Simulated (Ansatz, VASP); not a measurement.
# Ge in VASP and in Ansatz

```
Ge
1.0
     3.99566    0.00000    0.00000
    -1.99783    3.46035    0.00000
     0.00000    0.00000   10.84478
Ge
4
Cartesian
  1.9978 1.1534 4.4989
  0.0000 2.3069 9.9213
  0.0000 0.0000 5.1779
  0.0000 0.0000 10.6003
```

Change from the starting cell: volume scaled by 0.96.

Alike in both runs: task single point; functional LDA; k mesh 8 × 8 × 3; occupations fermi-dirac, width 0.05 eV; no spin polarisation.

|  | VASP | Ansatz |
| --- | --- | --- |
| version | VASP 6.6.1 | Ansatz 0.2.0 |
| potentials or method | VASP PAW LDA potentials, release 64 (Ge_d), cutoff 520 eV | all-electron LAPW, scalar-relativistic |

Ansatz gave:

```
gap on the k mesh at the Fermi level (eV)       : 0.69
least direct gap on the mesh (eV)               : 0.70
pressure (GPa)                                  : -1.4
largest component of the traceless stress (GPa) : 0.49
rms of the force components (eV/Å)              : 0.102
```

Which values does VASP return?

gap on the k mesh at the Fermi level (eV): 0.69; least direct gap on the mesh (eV): 0.70; pressure (GPa): -1.4; largest component of the traceless stress (GPa): 0.44; rms of the force components (eV/Å): 0.100.

Atom by atom the forces differ by 0.002 eV/Å (rms over components). Ansatz ran all-electron here, so the differences hold the error of VASP's frozen core and of both bases.

Caveats: an odd mesh through Γ misses points on the zone boundary, where band edges often lie.
